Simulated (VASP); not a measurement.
# CsI (Pm-3m) in VASP: further runs

Runs on CsI. Level: PBEsol. Tasks: single point, relaxation of cell and atoms.

Program: VASP 6.6.1. These are calculated values, not measurements. Logs are shortened: lines on timing, memory, paths and dates and some standing lists are left out, and cuts for length are marked.

## 1. The crystal as given

It takes space group Pm-3m (No. 221, cubic). The conventional cell has a = 4.567 Å, b = 4.567 Å, c = 4.567 Å, α = 90.00°, β = 90.00°, γ = 90.00°. Cs (site symmetry m-3m) has 8 I at 3.95 Å as nearest neighbours. Around I (site symmetry m-3m) lie 8 Cs at 3.95 Å.

## 2. Single point, PBEsol

Input file INCAR:

```
  PREC = Accurate
  ENCUT = 520
  EDIFF = 1E-6
  ISMEAR = 0
  SIGMA = 0.1
  LREAL = False
  LASPH = True
  NELM = 100
  ALGO = Normal
  ISIF = 2
  LWAVE = False
  LCHARG = True
  GGA = PS
  LELF = True
  LVHAR = True
  NBANDS = 15
```

Input file KPOINTS:

```
Automatic mesh
0
Gamma
  4 4 4
```

Input file POSCAR:

```
CsI
1.0
    4.5667000000      0.0000000000      0.0000000000
    0.0000000000      4.5667000000      0.0000000000
    0.0000000000      0.0000000000      4.5667000000
Cs I
1 1
Direct
    0.0000000000      0.0000000000      0.0000000000
    0.5000000000      0.5000000000      0.5000000000
```

Potentials or basis: VASP PAW PBE potentials, release 64 (Cs_sv, I).

Run with:

```sh
$ cat potpaw_PBE.64/Cs_sv/POTCAR potpaw_PBE.64/I/POTCAR > POTCAR
$ mpirun -np 1 vasp_std > vasp.out
```

OUTCAR:

```text
PREC = Accurate
   ENCUT = 520
   EDIFF = 1E-6
   ISMEAR = 0
   LREAL = False
   LASPH = True
   NELM = 100
   ISIF = 2
   GGA = PS

 ion  position               nearest neighbor table
   1  0.000  0.000  0.000-
   2  0.500  0.500  0.500-

  LATTYP: Found a simple cubic cell.
 ALAT       =     4.5667000000

  Lattice vectors:

 A1 = (   4.5667000000,   0.0000000000,   0.0000000000)
 A2 = (   0.0000000000,   4.5667000000,   0.0000000000)
 A3 = (   0.0000000000,   0.0000000000,   4.5667000000)

Analysis of symmetry for initial positions (statically):
=====================================================================
 Subroutine PRICEL returns:
 Original cell was already a primitive cell.

 Routine SETGRP: Setting up the symmetry group for a
 simple cubic supercell.

 Subroutine GETGRP returns: Found 48 space group operations
 (whereof 48 operations were pure point group operations)
 out of a pool of 48 trial point group operations.

The static configuration has the point symmetry O_h .

Analysis of symmetry for dynamics (positions and initial velocities):
=====================================================================
 Subroutine PRICEL returns:
 Original cell was already a primitive cell.

 Routine SETGRP: Setting up the symmetry group for a
 simple cubic supercell.

 Subroutine GETGRP returns: Found 48 space group operations
 (whereof 48 operations were pure point group operations)
 out of a pool of 48 trial point group operations.

The dynamic configuration has the point symmetry O_h .

 Subroutine INISYM returns: Found 48 space group operations
 (whereof 48 operations are pure point group operations),
 and found     1 'primitive' translations

----------------------------------------------------------------------------------------

                                     Primitive cell

  volume of cell :      95.2374

  direct lattice vectors                    reciprocal lattice vectors
     4.566700000  0.000000000  0.000000000     0.218976504  0.000000000  0.000000000
     0.000000000  4.566700000  0.000000000     0.000000000  0.218976504  0.000000000
     0.000000000  0.000000000  4.566700000     0.000000000  0.000000000  0.218976504

  length of vectors
     4.566700000  4.566700000  4.566700000     0.218976504  0.218976504  0.218976504

  position of ions in fractional coordinates (direct lattice)
     0.000000000  0.000000000  0.000000000
[... 73 lines left out ...]
   PSTRESS=    0.0 pullay stress
   NELECT =      16.0000    total number of electrons
   NUPDOWN=      -1.0000    fix difference up-down
   EMIN   =  10.00;   EMAX   =-10.00  energy-range for DOS
   EFERMI =   0.00;   METHOD = LEGACY
   ISMEAR =     0;   SIGMA  =   0.10  broadening in eV -4-tet -1-fermi 0-gaus
   EFERMI_NEDOS =   21; number of points for ismear=-14 and -15
   IALGO  =     38    algorithm
   IMIX   =      4    mixing-type and parameters
     AMIX     =   0.40;   BMIX     =  1.00
     AMIX_MAG =   1.60;   BMIX_MAG =  1.00
  volume/ion in A,a.u.               =      47.62       321.35
  Fermi-wavevector in a.u.,A,eV,Ry     =   0.903328  1.707043 11.102385  0.816002
  Thomas-Fermi vector in A             =   2.026641
   LORBIT       =      0    0 simple, 1 ext, 2 COOP (PROOUT), +10 PAW based schemes
   GGA     = PS    functional components
   LHFCALC =     F    Hartree Fock is set to
   AEXX    =    0.0000 exact exchange contribution
   IVDW    =     0    specifies the selected vdW correction
   LEPSILON=     F    determine dielectric tensor
   LRPA    =     F    only Hartree local field effects (RPA)
 non-spin polarized calculation
 Gauss-broadening in eV      SIGMA  =   0.10
  energy-cutoff  :      520.00
  volume of cell :       95.24
 maximum number of plane-waves:      2562
 NGX is ok and might be reduce to    36
   NGX = 17   NGY = 17   NGZ = 17

 number of electron      16.0000003 magnetization

 Free energy of the ion-electron system (eV)
  ---------------------------------------------------
  ext. energy  EPLUGINS =         0.00000000
  ---------------------------------------------------
  free energy    TOTEN  =        -5.76737954 eV

  energy without entropy =       -5.76737954  energy(sigma->0) =       -5.76737954

 E-fermi :   1.1748     XC(G=0):  -7.9514

 val. band max:        0.7020514158   @ k =   0.5000   0.5000   0.0000
 cond. band min:       4.4027762229   @ k =   0.0000   0.0000   0.0000
 fundamental gap:      3.7007248071
 Fermi energy:         1.1747562347

 k-point     1 :       0.0000    0.0000    0.0000
  band No.  band energies     occupation
      1     -19.6627      2.00000
      2      -9.9917      2.00000
      3      -6.3451      2.00000
      4      -6.3451      2.00000
      5      -6.3451      2.00000
      6       0.6112      2.00000
      7       0.6112      2.00000
      8       0.6112      2.00000
      9       4.4028      0.00000
     10       4.7786      0.00000
     11       4.7786      0.00000
     12       8.4423      0.00000
     13       8.4423      0.00000
     14       8.4423      0.00000
[... 149 lines left out ...]
      2      -9.7145      2.00000
      3      -6.6033      2.00000
      4      -6.6033      2.00000
      5      -6.6033      2.00000
      6      -0.6361      2.00000
      7      -0.6361      2.00000
      8      -0.6361      2.00000
      9       7.7555      0.00000
     10       7.7555      0.00000
     11       7.7555      0.00000
     12       8.5131      0.00000
     13       8.5131      0.00000
     14       8.5131      0.00000
     15      10.5403      0.00000

------------------------ aborting loop because EDIFF is reached ----------------------------------------

  FORCE on cell =-STRESS in cart. coord.  units (eV):
  Direction    XX          YY          ZZ          XY          YZ          ZX
  --------------------------------------------------------------------------------------
  -------------------------------------------------------------------------------------
  Total       -0.2404771     -0.2404771     -0.2404771     -0.0000000     -0.0000000     -0.0000000
  in kB       -4.0455435     -4.0455435     -4.0455435     -0.0000000     -0.0000000     -0.0000000
  external PRESSURE =      -4.0455435 kB  Pullay stress =       0.0000000 kB

 VOLUME and BASIS-vectors are now :
 -----------------------------------------------------------------------------
  energy-cutoff  :      520.00
  volume of cell :       95.24
      direct lattice vectors                 reciprocal lattice vectors
     4.566700000  0.000000000  0.000000000     0.218976504  0.000000000  0.000000000
     0.000000000  4.566700000  0.000000000     0.000000000  0.218976504  0.000000000
     0.000000000  0.000000000  4.566700000     0.000000000  0.000000000  0.218976504

 POSITION                                       TOTAL-FORCE (eV/Angst)
 -----------------------------------------------------------------------------------
      0.00000      0.00000      0.00000         0.000000      0.000000      0.000000
      2.28335      2.28335      2.28335         0.000000      0.000000      0.000000
 -----------------------------------------------------------------------------------
    total drift:                               -0.000000      0.000000      0.000000

  FREE ENERGIE OF THE ION-ELECTRON SYSTEM (eV)
  ---------------------------------------------------
  free  energy   TOTEN  =        -5.7673795425 eV

  energy  without entropy=       -5.7673795425  energy(sigma->0) =       -5.76737954
```

stdout:

```text
POSCAR found type information on POSCAR CsI
 POSCAR found :  2 types and       2 ions
 scaLAPACK will be used
 -----------------------------------------------------------------------------
|                                                                             |
|                                                                             |
|     You enforced a specific xc type in the INCAR file but a different       |
|     I HOPE YOU KNOW WHAT YOU ARE DOING!                                     |
|                                                                             |
 -----------------------------------------------------------------------------

 LDA part: xc-table for (Slater+PW92), standard interpolation
 POSCAR, INCAR and KPOINTS ok, starting setup
 FFT: planning ... GRIDC
 FFT: planning ... GRID_SOFT
 FFT: planning ... GRID
 WAVECAR not read
 entering main loop
```

Wall time 20 s (1 thread of AMD EPYC 7R43 (Zen 3), shared host); peak memory 0.17 GiB.

What came out:

| Property | Result |
| --- | --- |
| Free energy | -5.7674 eV |
| Pressure | -0.4 GPa |
| Band gap on the k mesh | 3.70 eV, indirect (least direct gap 3.79 eV) |

Caveat: the PAW data sets were made with another functional, which shifts forces and pressure a little; spin-orbit coupling is left out, which moves the levels of the heavy elements. A k mesh can miss the band edges.

## 3. Single point, PBEsol (cell and atoms relaxed tightly for response)

Input file INCAR:

```
SYSTEM = CsI
PREC = Accurate ; ENCUT = 520
EDIFF = 1E-6 ; ISMEAR = 0
SIGMA = 0.01 ; LREAL = .FALSE.
LASPH = .TRUE. ; NELM = 100
ALGO = Normal ; ISIF = 2
LWAVE = .FALSE. ; LCHARG = .FALSE.
GGA = PS ; NBANDS = 15
```

Input file KPOINTS:

```
regular mesh
0
G
  6 6 6
  0 0 0
```

Input file POSCAR:

```
CsI
1.0
    4.5070982790      0.0000000000      0.0000000000
    0.0000000000      4.5070982790      0.0000000000
    0.0000000000      0.0000000000      4.5070982790
Cs I
1 1
Direct
    0.0000000000      0.0000000000      0.0000000000
    0.5000000000      0.5000000000      0.5000000000
```

Potentials or basis: VASP PAW PBE potentials, release 64 (Cs_sv, I).

Run with:

```sh
$ cat potpaw_PBE.64/Cs_sv/POTCAR potpaw_PBE.64/I/POTCAR > POTCAR
$ mpirun -np 1 vasp_std > vasp.out
```

Run time: 35 s. Hardware: 1 thread of AMD EPYC 7R43 (Zen 3), shared host; peak memory 0.17 GiB.

Results (log left out):

```yaml
Free_energy: -5.7746 eV
Pressure: 0.1 GPa
Band_gap_on_the_k_mesh: 3.83 eV, indirect (least direct gap 3.91 eV)
```

Levels at points of the mesh, in eV from the valence-band top:
```tsv
k point	band 5	band 6	band 7	band 8	band 9	band 10	band 11	band 12
(0.00, 0.00, 0.00)	-6.99	-0.08	-0.08	-0.08	3.83	4.01	4.01	7.83
(0.50, 0.00, 0.00)	-6.91	-1.70	-0.27	-0.27	5.09	6.51	6.68	6.82
(0.50, 0.50, 0.00)	-6.87	-0.90	-0.90	0.00	4.12	4.83	6.04	6.04
(0.50, 0.50, 0.50)	-7.28	-1.44	-1.44	-1.44	7.18	7.18	7.18	8.00
```

Caveat: the PAW data sets were made with another functional, which shifts forces and pressure a little; spin-orbit coupling is left out, which moves the levels of the heavy elements.

(Continued in part 2 of 2.)
